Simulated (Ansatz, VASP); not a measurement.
Two plane-wave programs on KI

```
K I
1.0
     0.00000    3.49112    3.55846
     3.49112    0.00000    3.55846
     3.49112    3.49112    0.00000
K I
1 1
Direct
  0.00000 0.00000 0.00000
  0.50000 0.50000 0.50000
```

Change from the starting cell: epitaxial_xy strain -1.5%.

Alike in both runs: task single point; functional r2SCAN; k mesh 6 × 6 × 6; no spin polarisation.

|  | VASP | Ansatz |
| --- | --- | --- |
| version | VASP 6.6.1 | Ansatz 0.2.0 |
| potentials or method | VASP PAW PBE potentials, release 64 (K_sv, I) | plane waves, PAW |
| plane-wave cutoff (eV) | 520 | 500 |
| occupations | gaussian, width 0.01 eV | fixed |
| valence electrons in the cell | 16 | 26 |

|  | VASP | Ansatz | Ansatz less VASP |
| --- | --- | --- | --- |
| gap on the k mesh at the Fermi level (eV) | 4.65 | 4.65 | +0.003 |
| pressure (GPa) | 0.4 | 0.4 | 0.00 |
| largest component of the traceless stress (GPa) | 0.39 | 0.38 | -0.003 |

The two sets of potentials don't hold the same shells in valence.

Caveats: the PAW data sets were made with another functional, which shifts forces and pressure a little (VASP); spin-orbit coupling is left out, which moves the levels of the heavy elements.
